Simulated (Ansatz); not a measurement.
A 3-atom cell of Li₂O started from a crystallographic database, relaxed with r2SCAN: it is cubic, Fm-3m (No. 225); a = 4.573 Å in the conventional setting, 7.97 Å³ an atom. Li is surrounded by 4 O at 1.98 Å; O is surrounded by 8 Li at 1.98 Å. One-shot G0W0@PBE in Ansatz 0.2.0 on a 6×6×6 mesh (contour deformation, no spin-orbit coupling), from a PBE gap of 5.050 eV over the mesh points (the G0W0 gap is indirect on the mesh); the number N of bands summed and the screening cutoff rise together. The values are computed, spin-unpolarised, and not measurements.

```tsv
N	cutoff (eV)	1000/N	G0W0 gap (eV)
60	100	16.667	7.088
137	180	7.299	7.330
```

Question: Lay a straight line in 1000/N through these rows.

Answer: The slope is -0.0258 eV per unit of 1000/N and the intercept 7.519 eV.

Question: Predict the gap at N = 260 (260 eV).

Answer: 7.519 + (-0.0258) × 3.846 = 7.420 eV; the run gives 7.458 eV, +0.038 eV from the line.

Question: With that run's result added, what limit do the last two rows suggest?

Answer: Their slope is (7.458 − 7.330)/(3.846 − 7.299) = -0.0371, which meets 1/N = 0 at 7.60 eV, against 7.519 eV from the first line. The slope steepens, so 1/N isn't yet asymptotic and the true limit probably lies higher still; the k mesh isn't extrapolated.
